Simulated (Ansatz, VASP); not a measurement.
Cu in VASP and in Ansatz

Contents of INCAR:

```
SYSTEM = Cu
PREC     = Accurate       ! precision mode
ENCUT    = 520            ! plane-wave cutoff, eV
EDIFF    = 1E-6           ! SCF threshold, eV
ISMEAR   = -1             ! smearing method
SIGMA    = 0.08           ! smearing width, eV
LREAL    = .False.        ! projectors in reciprocal space
LASPH    = .True.         ! aspherical terms in the spheres
NELM     = 100            ! most SCF steps
ALGO     = Normal         ! electronic algorithm
ISIF     = 2              ! what is computed and relaxed
LWAVE    = .False.        ! write WAVECAR
LCHARG   = .False.        ! write CHGCAR
GGA      = PE             ! functional
NBANDS   = 24             ! bands
```

KPOINTS

```
Automatic mesh
0
Gamma
  9 9 12
  0 0 0
```

The input POSCAR:

```
Cu
1.0
    4.1299563434      0.0000000000      0.0000000000
   -2.0649781717      3.5766471100      0.0000000000
    0.0000000000      0.0000000000      2.4725273540
Cu
3
Direct
    0.0000000000      0.0000000000      0.0000000000
    0.3333333333      0.6666666667      0.5000000000
    0.6666666667      0.3333333333      0.5000000000
```

Input for Ansatz:

```yaml
crystal:
  lattice:
    - [4.1299563434, 0.0, 0.0]
    - [-2.0649781717, 3.57664711, 0.0]
    - [0.0, 0.0, 2.472527354]
  atoms:
    - { symbol: Cu, position: [0.0, 0.0, 0.0] }
    - { symbol: Cu, position: [0.3333333333, 0.6666666667, 0.5] }
    - { symbol: Cu, position: [0.6666666667, 0.3333333333, 0.5] }
kpoints:
  mp_grid: { grid: [9, 9, 12] }
  band_path:
    path:
      - [0.0, 0.0, 0.0]
      - [0.5, 0.0, 0.0]
      - [0.3333333333, 0.3333333333, 0.0]
      - [0.0, 0.0, 0.0]
      - [0.0, 0.0, 0.5]
      - [0.5, 0.0, 0.5]
      - [0.3333333333, 0.3333333333, 0.5]
      - [0.0, 0.0, 0.5]
      - [0.5, 0.0, 0.5]
    npoints: 14
scf:
  occupations: { method: fermi_dirac, width: 0.08 }
hamiltonian:
  xc: pbe
  pseudopotentials: { kind: all_electron, lapw: { basis_error: 0.001 } }
output:
  forces: true
  stress: true
  eigenvalues: true
  populations: true
  dos: { projected: true, de: 0.2, e_range: [-14, 8] }
```

This isn't the form of Cu at room conditions, which is fcc.

Alike in both runs: task single point; functional PBE; k mesh 9 × 9 × 12; occupations fermi-dirac, width 0.08 eV; no spin polarisation.

|  | VASP | Ansatz |
| --- | --- | --- |
| version | VASP 6.6.1 | Ansatz 0.2.0 |
| potentials or method | VASP PAW PBE potentials, release 64 (Cu) | all-electron LAPW, scalar-relativistic |
| plane-wave cutoff (eV) | 520 | see its input |

VASP gave:

| Quantity | Value |
| --- | --- |
| pressure (GPa) | 0.8 |
| largest component of the traceless stress (GPa) | 0.05 |

**Question.** Which values does Ansatz return?

**Answer.** Pressure (GPa): 0.0; largest component of the traceless stress (GPa): 0.01.

Ansatz ran all-electron here, so the differences hold the error of VASP's frozen core and of both bases.
